The row at zero strain looks wrong. With a pulled or squeezed, the stress along b and c has relaxed to about zero, yet the unstrained crystal keeps 0.13 GPa along c. The reason is plain: that row is a single calculation on the given cell, whereas the strained rows had b, c and the atoms relaxed.

WSi2 strained along a, starting from the tetragonal cell (I4/mmm, a = 3.229, c = 7.867 Å); b, c and the atoms are relaxed in the strained rows only. Ansatz 0.2.0, plane-wave PAW, PBE, scalar-relativistic, no spin polarisation, cutoff 420 eV, 12×12×6 k mesh, Gaussian smearing of 0.1 eV. Energies are extrapolated to zero smearing; stress is positive in compression.

| strain (%) | energy change (meV/atom) | volume change (%) | c over a | stress xx (GPa) | stress yy (GPa) | stress zz (GPa) |
| --- | --- | --- | --- | --- | --- | --- |
| -4.5 | 34.6 | -2.65 | 2.5685 | 18.35 | 0.00 | -0.01 |
| -3.0 | 14.8 | -1.79 | 2.5229 | 11.90 | 0.01 | 0.00 |
| -1.5 | 3.5 | -0.88 | 2.4791 | 5.67 | 0.00 | -0.01 |
| 0 | 0.0 | 0.00 | 2.4363 | 0.02 | 0.02 | 0.13 |
| 1.5 | 3.4 | 0.93 | 2.3962 | -5.33 | 0.00 | 0.00 |
| 3.0 | 13.4 | 1.87 | 2.3568 | -10.37 | 0.00 | 0.00 |
| 4.5 | 29.4 | 2.81 | 2.3188 | -15.06 | 0.00 | 0.00 |

Since energies are counted from that row, a fault there would shift them all. The rule developed below shows how little is at stake. It takes about 3.7 GPa to strain this crystal by 1 %, so if c is roughly as stiff as a, the leftover stress stands for a strain of some 0.04 %. The energy of so small a strain is a few thousandths of a meV per atom, and the zero can be trusted for our purpose.

**What happens**

Stress xx is the stress along a, positive when the crystal is squeezed. It changes almost in proportion to the strain, and the energy grows almost as its square. The word "almost" hides a regular bias: squeezing by 4.5 % costs 34.6 meV/atom, stretching by the same amount only 29.4. A useful rule therefore needs a stiffness and a correction that knows the sign of the strain.

**Why squeezing costs more**

Consider the two extremes. Push atoms together without end and their electron shells overlap, so the resisting force climbs ever more steeply. Pull them apart without end and the bonds give way, so the force must finally fall to zero. A smooth curve joining these extremes is usually steeper on the squeezed side and flatter on the stretched side, already near the middle. The table shows this bend; that repulsion and weakening bonds cause it is standard physics, which these numbers do not separate.

**Why the sides matter**

Two further extremes frame the sideways response. If b and c stayed fixed, the volume would grow by 1 % for each 1 % of stretch; if the crystal kept its volume, as rubber nearly does, it would not grow at all. WSi₂ lies between them, at 0.61 %. For each 1 % of stretch along a, b shrinks by 0.26 % and c by 0.13 %. Since a and b then differ, the strained cells are orthorhombic (Immm); only the unstrained cell is tetragonal (I4/mmm).

The structure suggests how this comes about. The shortest contacts between atoms, about 2.6 Å long, run either obliquely to a or straight along c. When a is stretched, an oblique contact can avoid part of its own stretching by swinging towards a, which draws the sides in. That c gives way less than b may be due to the contacts lying along c, which would have to be compressed. It may also be due to the oblique contacts, which reach less far along c than along b, so that shrinking c relieves them less. The table tests neither guess.

Letting the sides move can only lower the energy, because the crystal would otherwise keep them where they were. For a crystal clamped sideways, the energy estimate below is therefore a lower bound, apart from the rule's own small error.

**How large: the rule**

The rows at −3 and +3 % supply the constants. Half the difference of their stresses, (11.90 + 10.37)/2 ≈ 11.1 GPa, gives 3.7 GPa per % of strain, a Young's modulus of about 370 GPa. The squeezed side lies 7 % above this mean and the stretched side 7 % below, which makes 2.3 % for each % of strain.

The energy follows from mechanics, as the work done by the pulling force:

- For a constant stiffness it is half × volume per atom × modulus × strain². With 13.67 Å³ per atom and 160 GPa = 1 eV/Å³, a strain of 1 % costs ½ × 13.67 × (370/160) × 0.01² eV, or about 1.6 meV/atom.
- The force is stress times cross-section. When the length grows by 1 % and the volume by 0.61 %, the cross-section shrinks by about 0.39 %, so the force correction is 2.3 + 0.39 ≈ 2.7 % per %.
- The work is gathered along the whole path, and its early part needs less correction. Averaging leaves two thirds of the final value, or 1.8 % per %.

With s for the strain in %, negative when squeezed:

- stress xx ≈ −3.7 s × (1 − 0.023 s) GPa
- energy change ≈ 1.6 s² × (1 − 0.018 s) meV/atom
- volume change ≈ 0.61 s %

**Two rows worked by hand**

Neither of these rows was used to find the constants.

Squeezed by 4.5 % (s = −4.5):

- stress xx: 3.7 × 4.5 × 1.103 ≈ 18.4 GPa; computed 18.35
- energy change: 1.6 × 4.5² × 1.08 ≈ 35 meV/atom; computed 34.6

Stretched by 4.5 % (s = +4.5):

- stress xx: −3.7 × 4.5 × 0.8965 ≈ −14.9 GPa; computed −15.06
- energy change: 1.6 × 4.5² × 0.92 ≈ 29.8 meV/atom; computed 29.4

**How good it is**

In the strained rows the stress rule stays within about 1.3 % of the computed value. The energy rule is always slightly high, by at most 0.4 meV/atom. At 4.5 % strain that is about 1 %, and most of it comes from rounding the constant up to 1.6. At −1.5 % a miss of only 0.2 meV/atom is already 6 % of a small energy, and rounding explains only about a fifth of it. About a third comes from the smearing: the stress is the slope of the free energy, whereas the table gives energies extrapolated to zero smearing. A further part arises because the stress rule is itself slightly high in this row. The remainder has no tested cause.

The correction earns its place at large strain. Without it, the stress comes out 9 % too weak at −4.5 % and 11 % too strong at +4.5 %. The good energies do not prove the picture of repulsion and weakening bonds, since any sound calculation must link energy to stress in this way. The output after this text lists the estimates row by row.

**What to do with it**

Below about 1 % strain, drop the corrections: the error in stress is then some 2 %. To go from a known stress to a strain, divide by 3.7 GPa per %. For another crystal or direction, try the same form with new constants from two calculations at equal and opposite strain with the sides free, and test it on a third strain. At the same strain a stiffer crystal stores more energy for each unit of volume; at equal stiffness, more volume per atom means more energy per atom.

Stay within 4.5 % either way. The tension is still rising at the last row, so the table holds no breaking strength; the formula does turn over further out, but only because of its algebraic form. The relaxations also kept the symmetry of a six-atom cell, so a real crystal might shear or buckle earlier than this smooth curve suggests. Finally, the constants are those of PBE at zero temperature, and a hot crystal would need its own stiffness.

The analysis program printed:

```
Young's modulus along a from the rows at -3 and +3 %, GPa: 371.2
Correction to the stress, % per % of strain: 2.29
Energy prefactor, meV/atom per (% strain) squared: 1.583
Correction to the energy, % per % of strain: 1.787
Volume change, % per % of strain: 0.61
Shrinkage of b per unit stretch of a, from the rows at -3 and +3 %: 0.2558
Shrinkage of c per unit stretch of a, from the rows at -3 and +3 %: 0.1348
Stress xx (GPa) and volume change (%) by the hand rule:
   row  plain Hooke  factor  estimate  computed      miss  volume estimate  volume miss
  -4.5        16.65   1.103     18.37     18.35   0.02327           -2.745       -0.095
  -3.0         11.1   1.069     11.87      11.9   -0.0341            -1.83        -0.04
  -1.5         5.55   1.034     5.741      5.67   0.07148           -0.915       -0.035
   0.0            0       1         0      0.02     -0.02                0            0
   1.5        -5.55  0.9655    -5.359     -5.33  -0.02853            0.915       -0.015
   3.0        -11.1   0.931    -10.33    -10.37    0.0359             1.83        -0.04
   4.5       -16.65  0.8965    -14.93    -15.06    0.1333            2.745       -0.065
Energy change (meV/atom) by the hand rule:
   row  plain parabola  factor  estimate  computed    miss
  -4.5            32.4   1.081     35.02      34.6  0.4244
  -3.0            14.4   1.054     15.18      14.8  0.3776
  -1.5             3.6   1.027     3.697       3.5  0.1972
   0.0               0       1         0         0       0
   1.5             3.6   0.973     3.503       3.4  0.1028
   3.0            14.4   0.946     13.62      13.4  0.2224
   4.5            32.4   0.919     29.78      29.4  0.3756
Largest miss of the stress rule, GPa: 0.1333
Largest miss of the stress rule in strained rows, %: 1.261
Largest miss of the energy rule, meV/atom: 0.4244
Largest miss of the energy rule in strained rows, %: 5.634
Largest miss of the volume rule, percentage points: 0.095
Plain Hooke stress against computed at -4.5 %, %: -9.264
Plain Hooke stress against computed at +4.5 %, %: 10.56
Plain parabola energy against computed at -4.5 %, %: -6.358
Plain parabola energy against computed at +4.5 %, %: 10.2
```
